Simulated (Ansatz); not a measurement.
WSe₂ in the 3R-MoS2-type structure, relaxed with r2SCAN+rVV10, was run in the plane-wave code Ansatz under altered settings. All numbers are computed, without spin polarisation but where a row says otherwise.

```xyz
3
Lattice="1.6511 0.9532 6.5796 -1.6511 0.9532 6.5796 0.0000 -1.9065 6.5796" Properties=species:S:1:pos:R:3 pbc="T T T"
W     0.0000    0.0000   -0.0004
Se    0.0000    0.0000    8.2440
Se    0.0000    0.0000    4.9157
```

The base run's other keys:
```yaml
kpoints:
  mp_grid: { grid: [4, 4, 4] }
hamiltonian:
  xc: hse06
scf:
  occupations: { method: fixed }
  n_extra_bands: 4
```

It takes 21 iterations with 1239 plane waves at 420 eV and 13 k points, and leaves a mean stress of -1.21 GPa. The gap over this mesh is 1.902 eV.

Outcomes, with energy and stress as changes against the base:
```csv
setting,outcome,ΔF (meV/atom),Δ mean stress (GPa),gap on the mesh (eV),iterations
"PBE hybrid, exx coeff 0.3, omega 0.2078 1/Å",converged,–,-0.8,2.008,22
"PBE hybrid, exx coeff 0.5, omega 0.5 1/Å",converged,–,-1.6,1.774,24
"PBE hybrid, exx coeff 0.4, unscreened",converged,–,-2.5,3.275,25
```
A dash marks a value that wasn't obtained or can't be compared. Stress is positive in compression.

- PBE hybrid, exx coeff 0.3, omega 0.2078 1/Å. That is 30 % exact exchange, screened with ω = 0.2078 1/Å, against HSE06's 25 % screened at 0.208 1/Å. The mean stress moves by -0.8 GPa and the gap on the mesh by +0.106 eV (to 2.008). Totals of different functionals aren't comparable.
- PBE hybrid, exx coeff 0.5, omega 0.5 1/Å. That is 50 % exact exchange, screened with ω = 0.5 1/Å, against HSE06's 25 % screened at 0.208 1/Å. The mean stress moves by -1.6 GPa and the gap on the mesh by -0.128 eV (to 1.774). Totals of different functionals aren't comparable.
- PBE hybrid, exx coeff 0.4, unscreened. That is 40 % exact exchange, at all ranges, against HSE06's 25 % screened at 0.208 1/Å. The mean stress moves by -2.5 GPa and the gap on the mesh by +1.373 eV (to 3.275). Totals of different functionals aren't comparable.

No spin-orbit coupling is included; it can move band edges with weight on the heavy atoms by tenths of an eV.

The stress of a hybrid is loosely converged in these runs.
